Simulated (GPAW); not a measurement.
# 1 ML Co on Ta(001), 1 substrate layers: one coupling from two orders, and a test

Can a spin model with one coupling foretell the energy of a further order of 1 ML Co on Ta(001), 1 substrate layers?

Method: PBE; plane waves with GPAW's PAW setups, scalar-relativistic, in GPAW 26.7.0.

## Step 1: The structure

The cell holds 2 atoms: 1 Ta and 1 Co. Its edges and angles: a = 3.303 Å, b = 3.303 Å, c = 15.315 Å, α = 90.0°, β = 90.0°, γ = 90.0°. pseudomorphic film on the substrate's lattice, hard-sphere layer spacings, unrelaxed, 14 A of vacuum. Vacuum lies along c.

## Step 2: The parallel order

All energies count from this run.

order1.py reads:

```python
import json
import numpy as np
from ase import Atoms
from ase.parallel import paropen, parprint
from gpaw import GPAW

atoms = Atoms(['Ta', 'Co'],
    cell=[[3.30256, 0.0, 0.0],
         [0.0, 3.30256, 0.0],
         [0.0, 0.0, 15.314998]],
    scaled_positions=[[0.0, 0.0, 0.457068],
         [0.5, 0.5, 0.542932]],
    pbc=True,
    magmoms=[0.0, 2.0])
atoms.calc = GPAW(mode={'name': 'pw', 'ecut': 550},
    xc='PBE',
    kpts={'size': (8, 8, 1), 'gamma': True},
    occupations={'name': 'fermi-dirac', 'width': 0.1},
    convergence={'density': 1e-05, 'energy': 1e-05},
    maxiter=200,
    symmetry={'tolerance': 1e-4},
    txt='order1.txt')
e = atoms.get_potential_energy(force_consistent=True)
res = {'free_energy': e, 'energy_sigma0': atoms.get_potential_energy(), 'fermi_energy': atoms.calc.get_fermi_level()}
res['moments'] = atoms.get_magnetic_moments().tolist()
res['total'] = atoms.get_magnetic_moment()
parprint('site moments (muB):', np.round(res['moments'], 3))
parprint(f"total moment: {res['total']:.3f} muB")
parprint(f'free energy: {e:.6f} eV')
atoms.calc.write('order1.gpw')
with paropen('results.json', 'w') as f:
    json.dump(res, f)
```

Launch:

```sh
> OMP_NUM_THREADS=1 python3 order1.py > order1.log
```

Log:

```text
site moments (muB): [0.244 1.354]
total moment: 1.972 muB
free energy: -14.442245 eV

--- order1.txt ---
Input parameters:
  mode=PW(ecut=550),
  convergence={'density': 1e-05, 'energy': 1e-05},
  kpts=MonkhorstPack(size=(8, 8, 1), gamma=True),
  maxiter=200,
  occupations=Occupations(name='fermi-dirac', width=0.1),
  symmetry=Symmetry(tolerance=0.0001),
  xc=XC(name='PBE')

Diagonalizing LCAO Hamiltonian
[...]
|          6 |        -4.255 |     1.000 |        -3.394 |     1.000 |
|          7 |        -3.086 |     1.000 |        -2.246 |     1.000 |
[...]
|         15 |         1.610 |     0.000 |         1.800 |     0.000 |
|         16 |         1.969 |     0.000 |         2.337 |     0.000 |
|         17 |         2.885 |     0.000 |         3.242 |     0.000 |
|         18 |         3.420 |     0.000 |         3.645 |     0.000 |

No gap
No difference between direct/indirect transitions


[key lines of the parts left out:]
Free energy:     -14.442245
Converged in 24 steps
dipole moment: (-11.887360, -11.887360, -0.013636)  # |e|*Ang
Fermi level: -1.424
```

It took 95 s on 1 MPI rank of Intel Xeon Platinum 8259CL at 2.50GHz (Skylake/Cascade Lake), shared host; peak memory 0.26 GiB.

Spin moment in the augmentation sphere by atom:

```csv
atom,spin moment in the augmentation sphere (μB)
Ta1,0.24
Co2,1.35
```

Numbers from this step:

| Property | Result |
| --- | --- |
| magnetization | 1.972 μB |
| final state | ferromagnetic |

After 24 cycles the largest moment stands at 1.35 μB.

## Step 3: The orders used for the fit

The other orders were run with the same settings, on meshes that hold the same points. Free energies (smearing 0.1 eV, its entropy term included) are divided by the number of Co atoms; q is in fractions of the reciprocal vectors of the first run's cell.

```csv
order,atoms,mesh,free energy (eV),eV per Co,largest moment (μB)
F +,2,8×8×1,-14.4422,-14.4422,1.35
"AF q=(1/2,1/2,0) +-",4,4×8×1,-28.9342,-14.4671,1.49
```

## Step 4: Counting neighbours

With E = −Σ J e_i·e_j over ordered pairs of unit vectors, turning a neighbour from parallel to opposed costs 2J a Co atom. So an order lies 2 Σ n J over the parallel one, n being the opposed neighbours in each shell.

```csv
shell,distance (Å),neighbours,"opposed in AF q=(1/2,1/2,0) +-","opposed in AF q=(0,1/2,0) +-"
J1,3.30,4,4,2
J2,4.67,4,0,4
```

Only J1 is kept.

## Step 5: Solving

```
2 × 4 × J1 = -24.87 meV    (AF q=(1/2,1/2,0) +-)
J1 = -3.11 meV
```

## Step 6: The test

The couplings now give the orders that were left out:

```
2 × 2 × (-3.11) = -12.44 meV    (AF q=(0,1/2,0) +-)
```

The runs themselves:

```csv
order,atoms,mesh,free energy (eV),eV per Co,largest moment (μB),over the parallel order (meV),foretold (meV)
"AF q=(0,1/2,0) +-",4,8×4×1,-28.9036,-14.4518,1.50,-9.57,-12.44
```

## Step 7: One more shell

The miss asks for the next shell, which takes one more order into the fit and leaves none for a test.

```
2 × 4 × J1 = -24.87 meV    (AF q=(1/2,1/2,0) +-)
2 × 2 × J1 + 2 × 4 × J2 = -9.57 meV    (AF q=(0,1/2,0) +-)
J1 = -3.11 meV
J2 = +0.36 meV
```

## Step 8: Outcome

```yaml
j1_co_co_at_3p30_a: -3.11 meV
largest_miss_on_the_orders_left_out: 2.9 meV
j1_with_2_shells: -3.11 meV
j2_with_2_shells: 0.36 meV
```

In words: The model misses the order left out by 2.9 meV, 12 % of the span of the orders, so it holds only roughly. With the next shell added the couplings are J1 = -3.11 and J2 = +0.36 meV, untested. The first dropped shell that the test feels is J2 at 4.67 Å. The site moments spread by 9.6 % over the orders, so moments are not rigid and part of the miss lies outside a spin model. In a metal couplings reach far, and the mesh was not tested. The couplings are effective ones: further shells with opposed neighbours are folded into them or show in the miss. No mean-field temperature is given: it needs a model that holds, an unfrustrated order and couplings in all three dimensions.

[Logs and program files are shortened in this print: banners, set-up blocks, solver, clock and traceback lines can be left out without a mark of their own.]

[Logs are printed without paths, hosts, clocks, repeated set-up lines and the standing remarks that a program may print on its own settings, such as how far it seeks lower states.]

[Hosts, paths, dates, database ids (printed as entryN), source tags and the programs' standing remarks are cut or masked in the printed files.]

[Where a cell is said to come from a database of computed structures, the database is the Materials Project.]
